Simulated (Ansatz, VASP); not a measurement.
**One calculation of TiB4, two programs**

```
Ti B
1.0
     4.01803    0.00000    0.00000
     0.00000    4.01803    0.00000
     0.00000    0.00000    2.64096
Ti B
1 4
Cartesian
  0.0000 0.0000 1.3205
  0.8084 2.0090 0.0000
  3.2096 2.0090 0.0000
  2.0090 0.8084 0.0000
  2.0090 3.2096 0.0000
```

Alike in both runs: task single point; functional PBE; k mesh 4 × 4 × 6; occupations gaussian, width 0.1 eV; collinear spin.

|  | VASP | Ansatz |
| --- | --- | --- |
| version | VASP 6.6.1 | Ansatz 0.2.0 |
| potentials or method | VASP PAW PBE potentials, release 64 (Ti_sv, B) | scalar-relativistic, plane waves, PAW |
| plane-wave cutoff (eV) | 520 | 420 |
| valence electrons in the cell | 24 | 24 |

```csv
,VASP,Ansatz,Ansatz less VASP
gap on the k mesh at the Fermi level (eV),none,none,-
pressure (GPa),0.2,0.1,-0.11
largest component of the traceless stress (GPa),0.57,0.52,-0.057
rms of the force components (eV/Å),0.010,0.008,-0.0021
net moment per atom (μB),0.00,0.00,0.000
```

Atom by atom the forces differ by 0.002 eV/Å (rms over components). A gap of «none» marks a metal or a gap that the smearing closes. Ansatz warned: «seeded_moment_not_kept».

Caveats: the k mesh is coarse (spacing up to 0.40 Å⁻¹), so the values aren't converged.
